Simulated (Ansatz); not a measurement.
Steps from a short run of molecular dynamics on a 2×2×2 supercell (16 atoms) of CaO (Fm-3m), relaxed with r2SCAN; forces from PBEsol in the plane-wave code Ansatz, 2×2×2 mesh, Fermi-Dirac smearing of 0.026 eV, Langevin thermostat and barostat (NPT), set at 300 K. Computed, non-magnetic; the trajectory is short and the cell small, so nothing here is a converged average.

Q: At 8 fs the positions in Å are
```
cell (Å): 0.000 4.791 4.791; 4.791 0.000 4.791; 4.791 4.791 0.000
Ca   0.005   0.002   0.008
O    2.389   2.431   2.415
Ca   2.387   2.413  -0.007
O    4.752   4.777   2.409
Ca   2.397  -0.018   2.411
O    4.825   2.400   4.791
Ca   4.777   2.395   2.381
O    7.173   4.808   4.800
Ca   0.001   2.382   2.375
O    2.461   4.797   4.792
Ca   2.406   4.798   2.394
O    4.833   7.227   4.764
Ca   2.360   2.426   4.795
O    4.790   4.757   7.234
Ca   4.794   4.751   4.767
O    7.153   7.228   7.247
```
What are the forces, and how far does the free energy (smearing included) lie above that of step 0, with the atoms on their sites?

A: 5.2 meV an atom; forces in eV/Å:
```
cell (Å), as above: 0.000 4.791 4.791; 4.791 0.000 4.791; 4.791 4.791 0.000
Ca  -0.029   0.040  -0.175
O    0.038  -0.215  -0.100
Ca   0.187  -0.113   0.107
O    0.256   0.071  -0.134
Ca   0.114   0.228  -0.009
O   -0.185  -0.072   0.032
Ca  -0.033  -0.143   0.103
O    0.109   0.021   0.003
Ca   0.031   0.193   0.242
O   -0.334   0.030   0.144
Ca  -0.232  -0.014   0.079
O   -0.214  -0.197   0.228
Ca   0.213  -0.166  -0.105
O   -0.052   0.219  -0.258
Ca   0.006   0.293   0.221
O    0.123  -0.175  -0.378
```

Q: At 28 fs the positions in Å are
```
cell (Å): 0.000 4.779 4.779; 4.779 0.000 4.779; 4.779 4.779 0.000
Ca   0.024   0.025   0.023
O    2.362   2.451   2.443
Ca   2.377   2.436  -0.029
O    4.734   4.760   2.424
Ca   2.418  -0.041   2.467
O    4.852   2.403   4.802
Ca   4.722   2.396   2.318
O    7.112   4.839   4.829
Ca   0.006   2.363   2.360
O    2.527   4.776   4.816
Ca   2.394   4.797   2.374
O    4.847   7.241   4.698
Ca   2.304   2.469   4.795
O    4.729   4.755   7.325
Ca   4.802   4.660   4.742
O    7.128   7.215   7.276
```
What are the forces, and how far does the free energy (smearing included) lie above that of step 0, with the atoms on their sites?

A: 26.9 meV an atom; forces in eV/Å:
```
cell (Å), as above: 0.000 4.779 4.779; 4.779 0.000 4.779; 4.779 4.779 0.000
Ca  -0.045   0.134  -0.129
O    0.200  -0.233  -0.311
Ca   0.376  -0.512   0.373
O    0.247  -0.016  -0.276
Ca  -0.033   0.540  -0.321
O   -0.317  -0.222  -0.081
Ca   0.103  -0.294   0.442
O    0.389  -0.183  -0.018
Ca   0.029   0.223   0.481
O   -0.727   0.202   0.132
Ca  -0.274   0.055   0.403
O   -0.523  -0.202   0.692
Ca   0.585  -0.422  -0.182
O    0.247   0.249  -0.779
Ca  -0.267   0.874   0.256
O    0.010  -0.192  -0.683
```
